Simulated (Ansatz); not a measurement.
Two isomers of C3H6O2: A = `CO/C=C/O`, B = `CCC(=O)O`.

Program: Ansatz. Geometries: PBE0-D4/def2-TZVP. ΔE: electronic, gas phase. CBS: MP2 limit from def2 TZ/QZ plus the TZ coupled-cluster correction, frozen cores. Functionals use def2-TZVPP. B3LYP here is the variant with VWN-RPA as its local correlation; programs differ in this. Each species was taken in one conformer, which may not be the lowest.

Problem. Which isomer does CCSD(T)/CBS put lower? Give the gap. (Best estimate.)

Solution. Computed: B, by 49.0 kcal/mol.

Problem. Give E(B) − E(A) in kcal/mol with r2SCAN-D4, ωB97M-V, CCSD(T)/def2-TZVPP, B3LYP-D4, PBE-D4, MP2/def2-TZVPP, B3LYP. (An estimate is asked.)

Solution. Ansatz gave: r2SCAN-D4 -50.6, ωB97M-V -49.8, CCSD(T)/def2-TZVPP -49.6, B3LYP-D4 -47.9, PBE-D4 -48.5, MP2/def2-TZVPP -51.8, B3LYP -47.8. None reverses the order clearly.

Largest T1 diagnostic: 0.014.

From PBE to PBE0 (25 % exact exchange), in def2-TZVPP and without D4, E(B) − E(A) moves by −1.2 kcal/mol.
